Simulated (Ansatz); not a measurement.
# Sc$_{5}$AlN$_{6}$ (P-3m1)

Level of theory: DFT PBE, scalar-relativistic, plane waves, PAW (Ansatz 0.2.0).

Plane waves to 420 eV, a k mesh through Γ of 12×12×4 on the computed 12-atom cell and Gaussian smearing (0.01 eV); no spin polarisation.

The structure is relaxed at this level of theory with its symmetry kept, and needn't be the ground state of this composition.

```
CELL_PARAMETERS angstrom
3.14712 0.00000 0.00000
-1.57356 2.72549 0.00000
0.00000 0.00000 15.36178
ATOMIC_POSITIONS crystal
Sc 0.33333 0.66667 0.82948
Sc 0.66667 0.33333 0.65874
Sc 0.33333 0.66667 0.34126
Sc 0.66667 0.33333 0.17052
Sc 0.00000 0.00000 0.00000
Al 0.00000 0.00000 0.50000
N 0.00000 0.00000 0.74416
N 0.33333 0.66667 0.57368
N 0.66667 0.33333 0.42632
N 0.00000 0.00000 0.25584
N 0.33333 0.66667 0.08527
N 0.66667 0.33333 0.91473
```

* Space group: P-3m1 (No. 164)
* Volume per atom: 10.98 Å³
* Formation energy from the elements' standard states (uncorrected): -1.742 eV/atom
* Kohn–Sham band gap: 0.14 eV, indirect from Γ to M
* Orbital (Löwdin) character of the top 1 eV of the valence band: N 2p 85 %, Sc 3d 12 %
* Orbital (Löwdin) character of the lowest 1 eV of the conduction band: Sc 3d 83 %, N 2p 15 %
* Electron masses at the edge by direction of the standard setting (m_e; one valley, along these axes only; no spin-orbit coupling): x: 0.17; y: 0.46; z: 0.28
* Hole masses at the edge by direction of the standard setting (m_e; one valley, along these axes only; no spin-orbit coupling): x: 0.57; y: 0.57; z: 0.25

The cell was found from a structure generator's guess, not taken from experiment. Kohn–Sham gaps at this level usually fall short of measured ones. Löwdin shares on free-atom orbitals overweight diffuse shells in the empty bands.
